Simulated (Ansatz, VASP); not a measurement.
**C: VASP beside Ansatz**

```xyz
2
Lattice="0.0000 2.1328 3.3324 1.2321 0.0000 3.3324 1.2321 2.1328 0.0000" Properties=species:S:1:pos:R:3 pbc="T T T"
C     1.2321    0.7110    3.3324
C     1.2321    3.5545    3.3324
```

Alike in both runs: functional PBE; dispersion D3(BJ); k mesh 18 × 18 × 18; occupations gaussian, width 0.02 eV; no spin polarisation.

Ansatz relaxed the structure, and its values are those at the end. VASP's run is a single point on that final structure, the one shown.

|  | VASP | Ansatz |
| --- | --- | --- |
| version | VASP 6.6.1 | Ansatz 0.2.0 |
| potentials or method | VASP PAW PBE potentials, release 64 (C) | scalar-relativistic, plane waves, PAW |
| plane-wave cutoff (eV) | 520 | 420 |
| valence electrons in the cell | 8 | 8 |

```tsv
	VASP	Ansatz	Ansatz less VASP
gap on the k mesh at the Fermi level (eV)	0.08	0.08	-0.001
least direct gap on the mesh (eV)	0.16	0.16	0.000
pressure (GPa)	1.2	0.7	-0.46
```
